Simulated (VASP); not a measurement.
Wanted: the native input for a VASP 6.6.1 run.

* Task: band structure
* Functional: HSE06
* Potentials or basis: VASP PAW PBE potentials, release 64 (B, N)
* Cutoff: 450 eV
* k mesh: 12 × 12 × 12
* Occupations: gaussian, width 0.02 eV
* Spin: no spin polarisation
* Grid for exact exchange (PRECFOCK): Fast
* Screening parameter: 0.2 1/A
* Further INCAR settings: ALGO = Normal; EDIFF = 1e-06

BN:

```
B N
1.0
     0.00000    1.81229    1.81229
     1.81229    0.00000    1.81229
     1.81229    1.81229    0.00000
B N
1 1
Direct
  0.00000 0.00000 0.00000
  0.25000 0.25000 0.25000
```

The cell is a database's computed one.

The input as run:

POSCAR

```
BN                                      
1.0
    0.0000000000      1.8122866047      1.8122866047
    1.8122866047      0.0000000000      1.8122866047
    1.8122866047      1.8122866047      0.0000000000
  B               N             
     1     1
Direct
     0.0000000000000000    0.0000000000000000    0.0000000000000000
     0.2500000000000000    0.2500000000000000    0.2500000000000000
```

INCAR.step1

```
SYSTEM = BN
ALGO     = Normal         ! electronic algorithm
EDIFF    = 1E-5           ! SCF threshold, eV
ENCUT    = 450            ! plane-wave cutoff, eV
GGA      = PE             ! functional
ISIF     = 2              ! what is computed and relaxed
ISMEAR   = 0              ! smearing method
KPAR     = 2            
LASPH    = .True.         ! aspherical terms in the spheres
LCHARG   = .False.        ! write CHGCAR
LREAL    = .False.        ! projectors in reciprocal space
LWAVE    = .True.         ! write WAVECAR
NELM     = 120            ! most SCF steps
PREC     = Accurate       ! precision mode
SIGMA    = 0.02           ! smearing width, eV
```

INCAR.step2

```
SYSTEM = BN
ALGO     = Normal         ! electronic algorithm
EDIFF    = 1E-6           ! SCF threshold, eV
ENCUT    = 450            ! plane-wave cutoff, eV
GGA      = PE             ! functional
HFSCREEN = 0.2            ! screening, 1/A
ISIF     = 2              ! what is computed and relaxed
ISMEAR   = 0              ! smearing method
ISTART   = 1            
KPAR     = 2            
LASPH    = .True.         ! aspherical terms in the spheres
LCHARG   = .False.        ! write CHGCAR
LHFCALC  = .True.         ! exact exchange
LREAL    = .False.        ! projectors in reciprocal space
LWAVE    = .False.        ! write WAVECAR
NELM     = 120            ! most SCF steps
PREC     = Accurate       ! precision mode
PRECFOCK = Fast         
SIGMA    = 0.02           ! smearing width, eV
```

KPOINTS

```
k-points
0
Gamma
  12 12 12
  0 0 0
```

KPOINTS_OPT

```
path GXWKGLUWLK,UX
10
line-mode
reciprocal
 0.0000000000  0.0000000000  0.0000000000  G
 0.5000000000  0.0000000000  0.5000000000  X

 0.5000000000  0.0000000000  0.5000000000  X
 0.5000000000  0.2500000000  0.7500000000  W

 0.5000000000  0.2500000000  0.7500000000  W
 0.3750000000  0.3750000000  0.7500000000  K

 0.3750000000  0.3750000000  0.7500000000  K
 0.0000000000  0.0000000000  0.0000000000  G

 0.0000000000  0.0000000000  0.0000000000  G
 0.5000000000  0.5000000000  0.5000000000  L

 0.5000000000  0.5000000000  0.5000000000  L
 0.6250000000  0.2500000000  0.6250000000  U

 0.6250000000  0.2500000000  0.6250000000  U
 0.5000000000  0.2500000000  0.7500000000  W

 0.5000000000  0.2500000000  0.7500000000  W
 0.5000000000  0.5000000000  0.5000000000  L

 0.5000000000  0.5000000000  0.5000000000  L
 0.3750000000  0.3750000000  0.7500000000  K

 0.6250000000  0.2500000000  0.6250000000  U
 0.5000000000  0.0000000000  0.5000000000  X
```

Potentials or basis: VASP PAW PBE potentials, release 64 (B, N).

Launch:

```sh
$ cat potpaw_PBE.64/B/POTCAR potpaw_PBE.64/N/POTCAR > POTCAR
$ cp INCAR.step1 INCAR
$ mpirun -np 2 vasp_std > vasp.out
$ cp INCAR.step2 INCAR
$ mpirun -np 2 vasp_std > vasp.out
```

It gave:

The band gap on the k mesh is 5.78 eV, indirect (least direct gap 10.53 eV) and the band gap along the path is 5.78 eV, indirect (least direct gap 10.53 eV).

Run time: 53 min on 2 MPI ranks on Intel(R) Xeon(R) Platinum 8259CL CPU @ 2.50GHz (Skylake/Cascade Lake), on a shared host, peak memory 0.31 GiB a rank.
